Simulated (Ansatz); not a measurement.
A run of Ansatz 0.2.0 is set up as follows.

The input input.yaml:

```yaml
crystal:
  lattice:
    - [-2.80955, 2.80955, 5.513]
    - [2.80955, -2.80955, 5.513]
    - [2.80955, 2.80955, -5.513]
  atoms:
    - { symbol: Se, position: [0.12562, 0.625, 0.00062] }
    - { symbol: Se, position: [0.875, 0.87438, 0.49938] }
    - { symbol: Se, position: [0.62438, 0.125, 0.99938] }
    - { symbol: Se, position: [0.375, 0.37562, 0.50062] }
    - { symbol: Ga, position: [0.25, 0.75, 0.5] }
    - { symbol: Ga, position: [0.5, 0.5, 0.0] }
    - { symbol: Cu, position: [0.75, 0.25, 0.5] }
    - { symbol: Cu, position: [0.0, 0.0, 0.0] }
hamiltonian:
  xc: pbesol
  pseudopotentials: { kind: paw }
kpoints:
  mp_grid: { grid: [7, 7, 7] }
scf:
  occupations: { method: fermi_dirac, width: 0.05 }
output:
  forces: true
  stress: true
  eigenvalues: true
relax:
  f_tol: 0.01
  max_steps: 40
  cell: { stress_tol: 0.05 }
```

Potentials or basis: Ansatz PAW.

Launch:

```console
$ ansatz run input.yaml --threads 4 --pin off --max-ram 11264MiB --backend cpu --events-out ev --progress --plain --runs-dir out
```

Problem. What does it give for the relaxed volume?

Solution. 21.47 Å³/atom.

Problem. What does it give for the relaxed cell?

Solution. a = 6.795 Å, b = 6.795 Å, c = 6.795 Å, α = 131.61°, β = 131.61°, γ = 70.85°.

Problem. Predict the band gap on the k mesh.

Solution. 0.12 eV, direct.

Problem. Predict the space group after relaxing (to 0.05 Å).

Solution. I-42d (No. 122).

The path:
```
step  energy change (eV)  largest force (eV/Å)  volume (Å³)
   1              0.0000                0.4329       174.07
   2             -0.0426                0.1520       172.76
   3             -0.0497                0.0304       171.89
   4             -0.0501                0.0007       171.79
   5             -0.0495                0.0007       171.79
```

Caveat: odd divisions of the mesh miss points on the zone boundary, where band edges often lie, so the gap on the mesh can be too wide; the plane-wave basis is chosen anew once the cell has moved, so the energies of steps on either side of that aren't comparable; the PAW data sets come from PBE, with cores solved anew for the run's functional, which leaves a small shift of forces and pressure.
